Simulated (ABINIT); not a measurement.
# Beyond one shot: GaN (P6_3mc), part 3 of 3

Wanted: G0W0 and self-consistent gaps of GaN (P6_3mc), with the cost of the cycles.

ABINIT 10.8.3; PBE and many-body steps on it, plane waves. Known limits of the many-body steps: not at the basis limit; no spin-orbit coupling; coarse k mesh.

So far. Step 10 (evGW, cycle 1): Against G0W0 in ABINIT (3×3×2 mesh, 81 bands, screening to 130.6 eV, Godby-Needs plasmon pole), the gap moves by +0.321 eV. Step 13 (evGW, cycle 2): Against the cycle before, the gap moves by +0.026 eV.

The database entry behind the starting cell has ideal inner coordinates that were not refined, so it need not match the best structure at ambient conditions.

### Step 15. Screening, 3×3×2 mesh, 81 bands, screening to 130.6 eV

This step: RPA screening on PBE from quasiparticle energies, plane waves, norm-conserving pseudopotentials.

Contents of run.abi:

```
acell 3*1.0 Angstrom
rprim 
  3.190000000016 -0.000000000004 0.000000000000
  -1.595000000005 2.762621038088 0.000000000000
  0.000000000000 0.000000000000 5.189000000000
ntypat 2
znucl 31 7
natom 4
typat 1 1 2 2
xred 
  0.666666666667 0.333333333333 0.000000000000
  0.333333333333 0.666666666667 0.500000000000
  0.666666666667 0.333333333333 0.375000000000
  0.333333333333 0.666666666667 0.875000000000
pp_dirpath "pseudos"
pseudos "Ga.upf, N.upf"
ecut 45
ngkpt 3 3 2
nshiftk 1
shiftk 0 0 0
kptopt 1
chksymbreak 0
istwfk *1
occopt 1
irdwfk 1
optdriver 3
nband 81
ecuteps 4.8
inclvkb 2
awtr 1
symchi 1
irdqps 1
gwcalctyp 10
nqptdm 5
qptdm 
  0.3333333333 0.0000000000 0.0000000000
  0.3333333333 0.3333333333 0.0000000000
  0.0000000000 0.0000000000 0.5000000000
  0.3333333333 0.0000000000 0.5000000000
  0.3333333333 0.3333333333 0.5000000000
indata_prefix "in"
outdata_prefix "out"
tmpdata_prefix "tmp"
```

Contents of mrgscr.stdin:

```
2
merged
q0_SCR
out_SCR
1
```

The run is started by

```bash
$ OMP_NUM_THREADS=1 mpirun -n 4 abinit run.abi > log; mrgscr < mrgscr.stdin
```

Numbers of over 12 decimals in the logs are rounded to 6 here.

Output:

```text
.Version 10.8.3 of ABINIT. v10.8.2 released Aug 2026.

 Symmetries : space group P6_3 m c (#186); Bravais hP (primitive hexag.)
[... echo of the input left out ...]
== DATASET  1 ==================================================================
-   mpi_nproc: 4, omp_nthreads: 1 (-1 if OMP is not activated)

--- !DatasetInfo
iteration_state: {dtset: 1, }
dimensions: {natom: 4, nkpt: 6, mband: 81, nsppol: 1, nspinor: 1, nspden: 1, mpw: 4506, }
cutoff_energies: {ecut:  45.0, pawecutdg:  -1.0, }
[...]
q-point number  1        q = ( 0.333333, 0.000000, 0.000000) [r.l.u.]
--------------------------------------------------------------------------------
[... chi0 elements left out ...]
  Average fulfillment of the sum rule on Im[epsilon] for q-point    2 :     35.98  [%]

--------------------------------------------------------------------------------
  q-point number  2        q = ( 0.333333, 0.333333, 0.000000) [r.l.u.]
--------------------------------------------------------------------------------
[... chi0 elements left out ...]
  Average fulfillment of the sum rule on Im[epsilon] for q-point    3 :     33.85  [%]

 [... 3 further q-points ...]
```

The job ended after 9.2 s (4 MPI ranks of Arm Neoverse V2, shared host; peak memory 0.66 GiB).

Numbers from this step:

```yaml
plasma_frequency: 39.60 eV
plane_waves_in_the_screening_matrix: 147
```

This screening reads the quasiparticle levels of the cycle before.

### Step 16. evGW, cycle 3

This step: evGW on PBE, plane waves, norm-conserving pseudopotentials.

run.abi, as its differences from that of step 15:

```diff
@@ -25,12 +25,10 @@
 irdwfk 1
-optdriver 3
+optdriver 4
 nband 81
-ecuteps 4.8
-inclvkb 2
-awtr 1
-symchi 1
-irdqps 1
 gwcalctyp 10
-nqptdm 5
-qptdm 
+ecutsigx 45
+symsigma 1
+nkptgw 6
+kptgw 
+  0.0000000000 0.0000000000 0.0000000000
   0.3333333333 0.0000000000 0.0000000000
@@ -40,2 +38,13 @@
   0.3333333333 0.3333333333 0.5000000000
+bdgw 
+  21 34
+  21 34
+  21 34
+  21 34
+  21 34
+  21 34
+ecuteps 4.8
+irdscr 1
+ppmodel 1
+irdqps 1
 indata_prefix "in"
```

The run is started by

```bash
$ OMP_NUM_THREADS=1 mpirun -n 4 abinit run.abi > log
```

Output:

```text
.Version 10.8.3 of ABINIT. v10.8.2 released Aug 2026.

 Symmetries : space group P6_3 m c (#186); Bravais hP (primitive hexag.)
[... echo of the input left out ...]
== DATASET  1 ==================================================================
-   mpi_nproc: 4, omp_nthreads: 1 (-1 if OMP is not activated)

--- !DatasetInfo
iteration_state: {dtset: 1, }
dimensions: {natom: 4, nkpt: 6, mband: 81, nsppol: 1, nspinor: 1, nspden: 1, mpw: 4506, }
cutoff_energies: {ecut:  45.0, pawecutdg:  -1.0, }
[...]
.  kptgw no:  4; Maximum DeltaE = (   0.002   0.001) for band index:  1
.  kptgw no:  5; Maximum DeltaE = (  -0.001   0.000) for band index: 11
.  kptgw no:  6; Maximum DeltaE = (  -0.002  -0.001) for band index:  1

== END DATASET(S) ==============================================================
================================================================================

 -outvars: echo values of variables after computation  --------
           etotal      0.0000000000E+00
            nband          81
             nkpt           6
          spgroup         186
 [... the other variables as echoed above ...]

 Calculation completed.
```

Elapsed: 24 s, on 4 MPI ranks; peak memory 1 GiB; 94 s of CPU time.

Numbers from this step:

```yaml
quasiparticle_gap_on_the_mesh: 2.947 eV
gap_of_the_density_functional_on_the_mesh: 1.919 eV
k_of_the_valence_top: 0, 0, 0
k_of_the_conduction_bottom: 0, 0, 0
least_direct_quasiparticle_gap_on_the_computed_points: 2.947 eV
```

Against the cycle before, the gap moves by +0.003 eV.

### Step 17. Side by side

Times are wall times on 4 MPI ranks of Arm Neoverse V2, shared host, good to a factor of about two. A run's time includes the screening step that it read.

```csv
run,mesh,bands,screening cutoff (eV),DFT gap (eV),gap on the mesh (eV),direct (eV),ε∞ used,time
G0W0,3×3×2,81,130.6,1.919,2.597,2.597,9.91,17 s
"evGW0, cycle 1",3×3×2,81,130.6,1.919,2.738,2.738,9.91,38 s
"evGW0, cycle 2",3×3×2,81,130.6,1.919,2.704,2.704,9.91,38 s
"evGW0, cycle 3",3×3×2,81,130.6,1.919,2.702,2.702,9.91,38 s
"evGW, cycle 1",3×3×2,81,130.6,1.919,2.918,2.918,8.01,40 s
"evGW, cycle 2",3×3×2,81,130.6,1.919,2.944,2.944,7.70,41 s
"evGW, cycle 3",3×3×2,81,130.6,1.919,2.947,2.947,7.66,41 s
```

### Step 18. What came out

- G0W0: 2.597 eV
- evGW0, cycle 1: 2.738 eV
- evGW0, cycle 2: 2.704 eV
- evGW0, cycle 3: 2.702 eV
- evGW, cycle 1: 2.918 eV
- evGW, cycle 2: 2.944 eV
- evGW, cycle 3: 2.947 eV
- known limits: not at the basis limit; no spin-orbit coupling; coarse k mesh

Only the bands that the input lists are updated; the others, empty or deep, keep the functional's energies or take a rigid shift. The evGW loop starts from the last levels of evGW0, so its cycles and time come on top of those. evGW0 ends at 2.70 eV, +0.11 eV from G0W0, after 3 cycles that took 71 s beside the first screening; the last moved the gap by 0.002 eV. evGW ends at 2.95 eV, +0.35 eV from G0W0, after 3 cycles that took 2 min beside the first screening; the last moved the gap by 0.003 eV. The first cycle of evGW0 takes the full correction, without the factor Z, so it overshoots the one-shot value. Bands and cutoff are finite, so the gap is not at the basis limit. The miss can reach some tenths of an eV and take either sign; the mesh is an error of its own. The 3×3×2 mesh is coarse for this cell, which bears on the long-range parts of exchange and screening. In the updated screening the q = 0 part is built from Kohn-Sham bands under a rigid shift, the other q from the quasiparticle levels. The many-body steps are scalar-relativistic: spin-orbit coupling is not in them.

[Paths, hosts, dates, memory and timing lines, banners, echoed tables and standing remarks are left out of the program output.]

[Logs are printed without paths, hosts, clocks, repeated set-up lines and the standing remarks that a program may print on its own settings, such as how far it seeks lower states.]

[Runs of the session that timed out or met a known fault of the program may be left out.]

[Hosts, paths, dates, database ids (printed as entryN), source tags and the programs' standing remarks are cut or masked in the printed files.]

[G0W0 gaps are taken among the corrected bands and points alone; a level outside them can change the order at an edge.]

[Where Ansatz stands beside ABINIT at settings called matched, ABINIT's density can come from a denser mesh and the files from another edition; pairs whose starting gaps differed by over 0.03 eV were left out, so agreement reads better than it is.]
